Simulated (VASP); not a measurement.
Set up this calculation in VASP 6.6.1, as the native input.

* Task: relaxation of cell and atoms
* Functional: PBE
* Potentials or basis: VASP PAW PBE potentials, release 64 (Nb_sv)
* Cutoff: 700 eV
* k mesh: 18 × 18 × 18
* Occupations: methfessel-paxton, width 0.1 eV
* Spin: no spin polarisation
* Further INCAR settings: ALGO = Normal; EDIFF = 1e-07; IBRION = 2; EDIFFG = -0.005; NSW = 60; ISIF = 3

The structure of Nb lies in POSCAR:

```
Nb
1.0
   -1.6350000000      1.6350000000      1.6350000000
    1.6350000000     -1.6350000000      1.6350000000
    1.6350000000      1.6350000000     -1.6350000000
Nb
1
Direct
    0.0000000000      0.0000000000      0.0000000000
```

The cell was built by a generator and needn't be a form met in nature.

These files were run (other wordings do the same):

INCAR

```
ALGO = Normal ; EDIFF = 1E-7
EDIFFG = -0.005 ; ENCUT = 700
GGA = PE ; IBRION = 2
ISIF = 3 ; ISMEAR = 1
LASPH = T ; LCHARG = F
LREAL = F ; LWAVE = F
NELM = 120 ; NSW = 60
PREC = Accurate ; SIGMA = 0.1
```

KPOINTS

```
k-points
0
Gamma
  18 18 18
```

Potentials or basis: VASP PAW PBE potentials, release 64 (Nb_sv).

Run with:

```sh
$ cat potpaw_PBE.64/Nb_sv/POTCAR > POTCAR
$ mpirun -np 1 vasp_std > vasp.out
```

Results of the run:

```
Relaxed volume                         : 18.11 Å³/atom
Relaxed cell                           : a = 2.866 Å, b = 2.866 Å, c = 2.866 Å, α = 109.47°, β = 109.47°, γ = 109.47°
Space group after relaxing (to 0.05 Å) : Im-3m (No. 229)
Energy gained by relaxing              : 12.2 meV/atom
Ionic steps                            : 4
Pressure after relaxing                : 0.0 GPa
Band gap on the k mesh                 : none (metal or under the smearing width)
```

Run time: 44 s on 1 thread of Intel(R) Xeon(R) 6975P-C (Granite Rapids), with other jobs on the host, peak memory 0.19 GiB.
